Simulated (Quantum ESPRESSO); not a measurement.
The system is PbS.

```
Pb S
1.0
     3.65366    0.00000    0.00000
     0.00000    3.65366    0.00000
     0.00000    0.00000    3.65366
Pb S
1 1
Direct
  0.00000 0.00000 0.00000
  0.50000 0.50000 0.50000
```

Measurements of this composition are mostly on another form, of space group No. 225.

| Quantity | Value |
| --- | --- |
| Program | Quantum ESPRESSO 7.5 |
| Task | phonons |
| Functional | PBE |
| Potentials or basis | PseudoDojo 0.4 SR PBE stringent |
| Cutoff | 1225 eV |
| Density cutoff | 4898 eV |
| k mesh | 7 × 7 × 7 |
| Occupations | cold, width 0.2 eV |
| Spin | no spin polarisation |
| Mixing beta | 0.5 |
| Most SCF iterations | 120 |
| SCF threshold | 4e-10 Ry |

The first run showed a gap, so the response started from a second, tighter run with fixed occupations.

**Question.** Where do the zone-centre optical modes lie?

**Answer.** T1u at 112i cm⁻¹ (IR). Imaginary frequencies mark an instability of this cell.

Optical modes at Γ, degenerate ones joined:
```csv
cm⁻¹,components,symmetry,active in,"IR intensity, summed ((D/Å)²/amu)"
112i,3,T1u,IR,60.16
```

Caveat: some modes are imaginary; the gap is small at this level, which inflates the dielectric constant; on a mesh that holds Γ this program's dielectric tensor can be off by some percent beyond the error of the mesh.
